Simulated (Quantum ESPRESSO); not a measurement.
# 2H-WSe2, 1 layer, rectangular cell, stepped through strain along the second axis, part 4 of 7

Wanted: a table for 2H-WSe2, 1 layer, rectangular cell against strain along the second axis, and what can be fitted to it.

Quantum ESPRESSO 7.5; plane-wave DFT, PBE, GBRV ultrasoft pseudopotentials.

So far. Step 2 (Variable-cell relaxation of the reference):  The last row is no step: it is a fresh SCF in the final cell with a new plane-wave basis, +0 meV from the row before. Step 3 (Relaxation with pw.x, -4 %): The relaxation lowers the energy by 5 meV an atom.

## Step 6: Band structure, -4 %

Bands along a path place the edges.

Contents of m0.bands.in:

```
&control
  prefix = 'm0.bands'
  outdir = './out'
  pseudo_dir = './pseudo'
  calculation = 'bands'
/
&system
  ibrav = 0
  nat = 6
  ntyp = 2
  ecutwfc = 40
  ecutrho = 200
  occupations = 'smearing'
  smearing = 'fd'
  degauss = 0.002
  nbnd = 32
/
&electrons
  conv_thr = 1e-07
  mixing_beta = 0.4
  electron_maxstep = 120
  mixing_mode = 'plain'
/
ATOMIC_SPECIES
  Se  78.9710  se_pbe_v1.uspp.F.UPF
  W   183.8400  w_pbe_v1.2.uspp.F.UPF
CELL_PARAMETERS angstrom
  3.31811722800000 0.00000000000000 0.00000000000000
  0.00000000000000 5.51729124576000 0.00000000000000
  0.00000000000000 0.00000000000000 18.74034793400000
ATOMIC_POSITIONS crystal
  Se  0.999999999900 0.334329577200 0.409002678200
  Se  0.500000000000 0.834329582700 0.409002644100
  W   0.000000000000 -0.001992581900 0.500000000000
  W   0.500000000000 0.498007595500 0.500000000000
  Se  0.999999999900 0.334329577200 0.590997321800
  Se  0.500000000000 0.834329582700 0.590997355900
K_POINTS crystal_b
5
  0.0000000000 0.0000000000 0.0000000000 12
  0.5000000000 0.0000000000 0.0000000000 12
  0.5000000000 0.5000000000 0.0000000000 12
  0.0000000000 0.5000000000 0.0000000000 12
  0.0000000000 0.0000000000 0.0000000000 1
```

Command:

```console
$ cp -r out/m0.scf.save out/m0.bands.save
$ cp out/m0.scf.xml out/m0.bands.xml
$ OMP_NUM_THREADS=1 mpirun -n 4 pw.x -nk 4 -in m0.bands.in > m0.bands.out
```

What it wrote:

```text
[banner, memory and clock lines left out]
Program PWSCF v.7.5 starts

          URL

     Atomic positions and unit cell read from directory:
     ./out/m0.bands.save/

     Found identity + ( -0.5000 -0.5000 -0.0000) symmetry
     This is a supercell, fractional translations are disabled
     Message from routine setup:
     using ibrav=0 with symmetry is DISCOURAGED, use correct ibrav instead

     G-vector sticks info

     bravais-lattice index     =            0
     lattice parameter (alat)  =       6.2703  a.u.
     unit-cell volume          =    2315.2180 (a.u.)^3
     number of atoms/cell      =            6
     number of atomic types    =            2
     number of electrons       =        52.00
     number of Kohn-Sham states=           32
     kinetic-energy cutoff     =      40.0000  Ry
     charge density cutoff     =     200.0000  Ry
     Exchange-correlation= SLA  PW   PBE  PBE
                           (   1   4   3   4   0   0   0)

     celldm(1)=   6.270333  celldm(2)=   0.000000  celldm(3)=   0.000000
     celldm(4)=   0.000000  celldm(5)=   0.000000  celldm(6)=   0.000000

     crystal axes: (cart. coord. in units of alat)
               a(1) = (   1.000000   0.000000   0.000000 )
               a(2) = (   0.000000   1.662778   0.000000 )
               a(3) = (   0.000000   0.000000   5.647886 )

     reciprocal axes: (cart. coord. in units 2 pi/alat)
               b(1) = (  1.000000  0.000000  0.000000 )
               b(2) = (  0.000000  0.601403  0.000000 )
               b(3) = (  0.000000  0.000000  0.177057 )

     PseudoPot. # 1 for Se read from file:
     ./pseudo/se_pbe_v1.uspp.F.UPF
     Pseudo is Ultrasoft + core correction, Zval =  6.0
     Generated by new atomic code, or converted to UPF format
     Using radial grid of  877 points,  6 beta functions with:
                l(1) =   0
                l(2) =   0
                l(3) =   1
                l(4) =   1
                l(5) =   2
                l(6) =   2
     Q(r) pseudized with  8 coefficients,  rinner =    1.300   1.300   1.300
                                                       1.300   1.300

     PseudoPot. # 2 for W  read from file:
     ./pseudo/w_pbe_v1.2.uspp.F.UPF
     Pseudo is Ultrasoft + core correction, Zval = 14.0
     Generated by new atomic code, or converted to UPF format
     Using radial grid of  923 points,  8 beta functions with:
                l(1) =   0
                l(2) =   0
                l(3) =   0
                l(4) =   1
                l(5) =   1
                l(6) =   2
                l(7) =   2
                l(8) =   3
     Q(r) pseudized with  6 coefficients,  rinner =    1.350   1.350   1.350
                                                       1.350   1.350   1.350
                                                       1.350

     atomic species   valence    mass     pseudopotential
     Se                6.00    78.97100     Se( 1.00)
     W                14.00   183.84000     W ( 1.00)

      4 Sym. Ops. (no inversion) found

   Cartesian axes

     site n.     atom                  positions (alat units)
         1        Se     tau(   1) = (   1.0000000   0.5559158   2.3100005  )
         2        Se     tau(   2) = (   0.5000000   1.3873046   2.3100003  )
         3        W      tau(   3) = (   0.0000000  -0.0033132   2.8239430  )
         4        W      tau(   4) = (   0.5000000   0.8280759   2.8239430  )
         5        Se     tau(   5) = (   1.0000000   0.5559158   3.3378855  )
         6        Se     tau(   6) = (   0.5000000   1.3873046   3.3378857  )

     number of k points=    49  Fermi-Dirac smearing, width (Ry)=  0.0020
                       cart. coord. in units 2pi/alat
        k(    1) = (   0.0000000   0.0000000   0.0000000), wk =   0.0408163
        k(    2) = (   0.0416667   0.0000000   0.0000000), wk =   0.0408163
        k(    3) = (   0.0833333   0.0000000   0.0000000), wk =   0.0408163
        k(    4) = (   0.1250000   0.0000000   0.0000000), wk =   0.0408163
        k(    5) = (   0.1666667   0.0000000   0.0000000), wk =   0.0408163
        k(    6) = (   0.2083333   0.0000000   0.0000000), wk =   0.0408163
        k(    7) = (   0.2500000   0.0000000   0.0000000), wk =   0.0408163
        k(    8) = (   0.2916667   0.0000000   0.0000000), wk =   0.0408163
        k(    9) = (   0.3333333   0.0000000   0.0000000), wk =   0.0408163
        k(   10) = (   0.3750000   0.0000000   0.0000000), wk =   0.0408163
        k(   11) = (   0.4166667   0.0000000   0.0000000), wk =   0.0408163
        k(   12) = (   0.4583333   0.0000000   0.0000000), wk =   0.0408163
        k(   13) = (   0.5000000   0.0000000   0.0000000), wk =   0.0408163
        k(   14) = (   0.5000000   0.0250585   0.0000000), wk =   0.0408163
        k(   15) = (   0.5000000   0.0501169   0.0000000), wk =   0.0408163
        k(   16) = (   0.5000000   0.0751754   0.0000000), wk =   0.0408163
        k(   17) = (   0.5000000   0.1002339   0.0000000), wk =   0.0408163
        k(   18) = (   0.5000000   0.1252924   0.0000000), wk =   0.0408163
        k(   19) = (   0.5000000   0.1503508   0.0000000), wk =   0.0408163
        k(   20) = (   0.5000000   0.1754093   0.0000000), wk =   0.0408163
        k(   21) = (   0.5000000   0.2004678   0.0000000), wk =   0.0408163
        k(   22) = (   0.5000000   0.2255262   0.0000000), wk =   0.0408163
        k(   23) = (   0.5000000   0.2505847   0.0000000), wk =   0.0408163
        k(   24) = (   0.5000000   0.2756432   0.0000000), wk =   0.0408163
        k(   25) = (   0.5000000   0.3007017   0.0000000), wk =   0.0408163
        k(   26) = (   0.4583333   0.3007017   0.0000000), wk =   0.0408163
        k(   27) = (   0.4166667   0.3007017   0.0000000), wk =   0.0408163
        k(   28) = (   0.3750000   0.3007017   0.0000000), wk =   0.0408163
        k(   29) = (   0.3333333   0.3007017   0.0000000), wk =   0.0408163
        k(   30) = (   0.2916667   0.3007017   0.0000000), wk =   0.0408163
        k(   31) = (   0.2500000   0.3007017   0.0000000), wk =   0.0408163
        k(   32) = (   0.2083333   0.3007017   0.0000000), wk =   0.0408163
        k(   33) = (   0.1666667   0.3007017   0.0000000), wk =   0.0408163
        k(   34) = (   0.1250000   0.3007017   0.0000000), wk =   0.0408163
        k(   35) = (   0.0833333   0.3007017   0.0000000), wk =   0.0408163
        k(   36) = (   0.0416667   0.3007017   0.0000000), wk =   0.0408163
        k(   37) = (   0.0000000   0.3007017   0.0000000), wk =   0.0408163
        k(   38) = (   0.0000000   0.2756432   0.0000000), wk =   0.0408163
        k(   39) = (   0.0000000   0.2505847   0.0000000), wk =   0.0408163
[...]
-0.0356  -0.0356   2.9601   2.9601   3.4805   3.4805   4.2777   4.2777

          k = 0.3750 0.3007 0.0000 (  9872 PWs)   bands (ev):

   -73.4198 -73.4198 -37.7654 -37.7654 -37.6495 -37.6495 -37.5615 -37.5615
   -12.4267 -12.4267 -12.1511 -12.1511  -5.5171  -5.5171  -4.4185  -4.4185
    -3.6840  -3.6840  -2.2649  -2.2649  -1.5422  -1.5422  -0.9155  -0.9155
    -0.0835  -0.0835   2.7997   2.7997   3.4659   3.4659   4.1319   4.1319

          k = 0.3333 0.3007 0.0000 (  9852 PWs)   bands (ev):

   -73.4203 -73.4202 -37.7501 -37.7501 -37.6517 -37.6516 -37.5633 -37.5633
   -12.5595 -12.5595 -12.2076 -12.2076  -5.2560  -5.2560  -4.2276  -4.2276
    -3.7336  -3.7336  -2.3490  -2.3490  -1.3770  -1.3770  -1.0980  -1.0980
    -0.1360  -0.1360   2.6150   2.6150   3.4444   3.4444   3.9109   3.9109

          k = 0.2917 0.3007 0.0000 (  9844 PWs)   bands (ev):

   -73.4208 -73.4208 -37.7322 -37.7322 -37.6542 -37.6541 -37.5656 -37.5656
   -12.7053 -12.7053 -12.2715 -12.2715  -4.9645  -4.9645  -3.9938  -3.9938
    -3.8146  -3.8146  -2.4432  -2.4432  -1.2385  -1.2384  -1.1862  -1.1862
    -0.1823  -0.1823   2.4352   2.4352   3.4054   3.4054   3.6610   3.6610

          k = 0.2500 0.3007 0.0000 (  9852 PWs)   bands (ev):

   -73.4214 -73.4214 -37.7125 -37.7125 -37.6569 -37.6568 -37.5687 -37.5687
   -12.8530 -12.8530 -12.3380 -12.3380  -4.6752  -4.6751  -3.9178  -3.9178
    -3.7266  -3.7266  -2.5350  -2.5349  -1.3167  -1.3167  -0.9948  -0.9948
    -0.2149  -0.2149   2.2849   2.2849   3.3450   3.3450   3.4256   3.4256

          k = 0.2083 0.3007 0.0000 (  9886 PWs)   bands (ev):

   -73.4220 -73.4219 -37.6927 -37.6927 -37.6595 -37.6595 -37.5722 -37.5721
   -12.9928 -12.9928 -12.4025 -12.4025  -4.4506  -4.4506  -3.9926  -3.9926
    -3.4428  -3.4428  -2.6067  -2.6067  -1.3314  -1.3314  -0.8354  -0.8354
    -0.2338  -0.2338   2.1859   2.1859   3.2417   3.2417   3.2662   3.2662

          k = 0.1667 0.3007 0.0000 (  9866 PWs)   bands (ev):

   -73.4225 -73.4225 -37.6734 -37.6734 -37.6619 -37.6618 -37.5757 -37.5757
   -13.1169 -13.1169 -12.4608 -12.4608  -4.4119  -4.4119  -3.9205  -3.9205
    -3.1845  -3.1845  -2.6185  -2.6185  -1.2933  -1.2933  -0.7452  -0.7452
    -0.2472  -0.2472   2.1559   2.1559   3.1411   3.1411   3.1754   3.1754

          k = 0.1250 0.3007 0.0000 (  9868 PWs)   bands (ev):

   -73.4230 -73.4230 -37.6640 -37.6640 -37.6560 -37.6560 -37.5796 -37.5796
   -13.2194 -13.2194 -12.5098 -12.5098  -4.4996  -4.4996  -3.7589  -3.7589
    -3.0444  -3.0443  -2.4843  -2.4843  -1.2186  -1.2186  -0.7523  -0.7523
    -0.2678  -0.2678   2.2011   2.2011   3.0801   3.0802   3.1393   3.1393

          k = 0.0833 0.3007 0.0000 (  9876 PWs)   bands (ev):

   -73.4233 -73.4233 -37.6657 -37.6657 -37.6416 -37.6416 -37.5837 -37.5837
   -13.2956 -13.2956 -12.5466 -12.5466  -4.5938  -4.5938  -3.6216  -3.6216
    -3.0225  -3.0225  -2.2177  -2.2177  -1.1280  -1.1280  -0.8588  -0.8588
    -0.3023  -0.3022   2.3065   2.3065   2.9873   2.9873   3.2201   3.2201

          k = 0.0417 0.3007 0.0000 (  9884 PWs)   bands (ev):

   -73.4236 -73.4235 -37.6669 -37.6669 -37.6316 -37.6316 -37.5871 -37.5871
   -13.3426 -13.3426 -12.5694 -12.5694  -4.6581  -4.6581  -3.5366  -3.5366
    -3.0314  -3.0313  -1.9411  -1.9411  -1.0492  -1.0492  -1.0255  -1.0255
    -0.3409  -0.3409   2.4278   2.4278   2.9058   2.9058   3.3269   3.3269

          k = 0.0000 0.3007 0.0000 (  9904 PWs)   bands (ev):

   -73.4237 -73.4236 -37.6673 -37.6673 -37.6280 -37.6279 -37.5887 -37.5887
   -13.3585 -13.3585 -12.5771 -12.5771  -4.6805  -4.6805  -3.5082  -3.5082
    -3.0366  -3.0365  -1.8009  -1.8009  -1.1287  -1.1287  -1.0167  -1.0167
    -0.3592  -0.3592   2.4879   2.4879   2.8663   2.8663   3.3778   3.3778

          k = 0.0000 0.2756 0.0000 (  9885 PWs)   bands (ev):

   -73.4245 -73.4227 -37.6709 -37.6637 -37.6460 -37.6097 -37.5933 -37.5838
   -13.4951 -13.2164 -12.6527 -12.4989  -4.7960  -4.6038  -3.6868  -3.2906
    -3.2285  -2.8551  -1.9212  -1.6746  -1.2308  -1.1144  -1.0137  -0.9234
    -0.4501  -0.2672   2.5024   2.5058   2.8432   2.9070   3.2941   3.4750

          k = 0.0000 0.2506 0.0000 (  9877 PWs)   bands (ev):

   -73.4254 -73.4218 -37.6743 -37.6638 -37.6601 -37.5981 -37.5917 -37.5790
   -13.6247 -13.0708 -12.7245 -12.4191  -4.9274  -4.6013  -3.7939  -3.4268
    -3.0547  -2.6871  -2.0344  -1.5441  -1.3184  -1.2136  -0.8899  -0.8369
    -0.5307  -0.1828   2.5445   2.5595   2.8391   2.9630   3.2299   3.5797

          k = 0.0000 0.2255 0.0000 (  9881 PWs)   bands (ev):

   -73.4263 -73.4210 -37.6810 -37.6778 -37.6565 -37.6028 -37.5744 -37.5743
   -13.7458 -12.9240 -12.7918 -12.3392  -5.0623  -4.6911  -3.8143  -3.6265
    -2.8116  -2.5340  -2.1394  -1.4110  -1.3914  -1.3119  -0.7635  -0.7593
    -0.5920  -0.1122   2.6094   2.6500   2.8541   3.0315   3.1913   3.6866

          k = 0.0000 0.2005 0.0000 (  9899 PWs)   bands (ev):

   -73.4271 -73.4201 -37.6974 -37.6809 -37.6533 -37.6073 -37.5701 -37.5578
   -13.8572 -12.8537 -12.7784 -12.2605  -5.1934  -4.8436  -3.8222  -3.7798
    -2.5686  -2.3960  -2.2354  -1.4507  -1.4066  -1.2777  -0.6919  -0.6423
    -0.6272  -0.0583   2.6920   2.7749   2.8874   3.1089   3.1836   3.7903

          k = 0.0000 0.1754 0.0000 (  9895 PWs)   bands (ev):

   -73.4279 -73.4194 -37.7127 -37.6837 -37.6503 -37.6113 -37.5659 -37.5422
   -13.9578 -12.9097 -12.6370 -12.1849  -5.3161  -5.0203  -4.0088  -3.7294
    -2.3313  -2.3215  -2.2725  -1.4981  -1.4953  -1.1466  -0.6355  -0.6326
    -0.5342  -0.0211   2.7885   2.9289   2.9364   3.1917   3.2104   3.8868

          k = 0.0000 0.1504 0.0000 (  9905 PWs)   bands (ev):

   -73.4286 -73.4187 -37.7264 -37.6863 -37.6478 -37.6149 -37.5623 -37.5282
   -14.0468 -12.9591 -12.5030 -12.1139  -5.4271  -5.1981  -4.1815  -3.6836
    -2.3973  -2.1629  -2.1055  -1.5761  -1.5350  -1.0210  -0.6091  -0.5898
    -0.4455   0.0017   2.8953   2.9971   3.1041   3.2718   3.2758   3.9580

          k = 0.0000 0.1253 0.0000 (  9927 PWs)   bands (ev):

   -73.4292 -73.4181 -37.7383 -37.6887 -37.6455 -37.6182 -37.5591 -37.5161
   -14.1233 -13.0017 -12.3801 -12.0496  -5.5241  -5.3646  -4.3357  -3.6498
    -2.4622  -2.0669  -1.8972  -1.6473  -1.5631  -0.9044  -0.5620  -0.5542
    -0.3791   0.0135   3.0086   3.0643   3.2914   3.3570   3.3632   3.8563

          k = 0.0000 0.1002 0.0000 (  9927 PWs)   bands (ev):

   -73.4297 -73.4176 -37.7483 -37.6906 -37.6435 -37.6209 -37.5564 -37.5057
   -14.1867 -13.0370 -12.2721 -11.9937  -5.6054  -5.5115  -4.4677  -3.6285
    -2.5157  -1.9849  -1.7128  -1.7074  -1.5839  -0.8006  -0.5275  -0.5003
    -0.3345   0.0179   3.1247   3.1321   3.4310   3.4748   3.4814   3.7633

          k = 0.0000 0.0752 0.0000 (  9941 PWs)   bands (ev):

   -73.4301 -73.4172 -37.7562 -37.6923 -37.6419 -37.6232 -37.5543 -37.4974
   -14.2366 -13.0647 -12.1828 -11.9480  -5.6698  -5.6325  -4.5741  -3.6171
    -2.5577  -1.9182  -1.7553  -1.5987  -1.5594  -0.7139  -0.5085  -0.4351
    -0.3083   0.0181   3.1935   3.2373   3.4939   3.5916   3.6634   3.6839

          k = 0.0000 0.0501 0.0000 (  9945 PWs)   bands (ev):

   -73.4304 -73.4169 -37.7621 -37.6935 -37.6409 -37.6247 -37.5527 -37.4913
   -14.2724 -13.0846 -12.1160 -11.9142  -5.7229  -5.7164  -4.6521  -3.6121
    -2.5878  -1.8685  -1.7902  -1.6085  -1.4435  -0.6483  -0.4959  -0.3782
    -0.2950   0.0164   3.2428   3.3367   3.5418   3.6230   3.6955   3.8239

          k = 0.0000 0.0251 0.0000 (  9931 PWs)   bands (ev):

   -73.4305 -73.4167 -37.7654 -37.6942 -37.6401 -37.6256 -37.5518 -37.4876
   -14.2941 -13.0966 -12.0745 -11.8933  -5.7788  -5.7446  -4.6997  -3.6104
    -2.6059  -1.8377  -1.8113  -1.6141  -1.3712  -0.6073  -0.4887  -0.3395
    -0.2896   0.0148   3.2748   3.4080   3.5720   3.5846   3.7677   3.9418

          k = 0.0000 0.0000 0.0000 (  9923 PWs)   bands (ev):

   -73.4306 -73.4167 -37.7667 -37.6942 -37.6399 -37.6259 -37.5514 -37.4863
   -14.3013 -13.1006 -12.0605 -11.8863  -5.7977  -5.7540  -4.7157  -3.6101
    -2.6120  -1.8272  -1.8184  -1.6159  -1.3466  -0.5933  -0.4864  -0.3258
    -0.2882   0.0142   3.2859   3.4343   3.5716   3.5822   3.7937   3.9872

     XML data file, pseudopotentials, collected wavefunctions

                                        0.00s GPU  (     641 calls)
```

Wall time 96 s (4 MPI ranks of Arm Neoverse V1, shared host); peak memory 0.53 GiB.

This step gave:

| Quantity | Value |
| --- | --- |
| valence top, on the run's zero | 0.6067 eV |
| conduction bottom, on the run's zero | 2.156 eV |
| gap by band count | 1.549 eV |

Band numbers count within the set of bands kept for display. The electronic bands at the labelled points (eV, zero at the highest filled level of the SCF mesh; v1 is the highest filled band, c1 the lowest empty one):

```
  point     v4     v3     v2     v1    c1    c2    c3    c4
      Γ  -1.06  -0.89  -0.86  -0.55  2.72  2.87  3.00  3.01
halfway  -1.65  -1.17  -0.73  -0.11  1.77  2.11  2.53  2.67
      X  -2.07  -2.07  -0.35  -0.35  2.08  2.08  2.76  2.76
halfway  -2.17  -2.17  -0.42  -0.42  2.39  2.39  2.76  2.76
      S  -1.10  -1.10  -0.56  -0.56  2.53  2.53  2.94  2.94
halfway  -1.56  -1.56  -0.78  -0.78  1.72  1.72  2.78  2.78
      Y  -1.59  -1.59  -0.93  -0.93  1.92  1.92  2.30  2.30
halfway  -1.18  -1.16  -1.01  -0.57  2.33  2.43  2.54  2.70
      Γ  -1.06  -0.89  -0.86  -0.55  2.72  2.87  3.00  3.01
```

Along this path the valence top lies between Γ and X and the conduction bottom between S and Y.

[end of part 4 of 7]

[Logs are printed without paths, hosts, clocks, repeated set-up lines and the standing remarks that a program may print on its own settings, such as how far it seeks lower states.]

[Hosts, paths, dates, database ids (printed as entryN), source tags and the programs' standing remarks are cut or masked in the printed files.]

[Maps of the electrostatic potential energy from Ansatz leave out the sawtooth potential of an applied field or a dipole correction, so their vacuum need not be flat; planar profiles and work functions include it.]
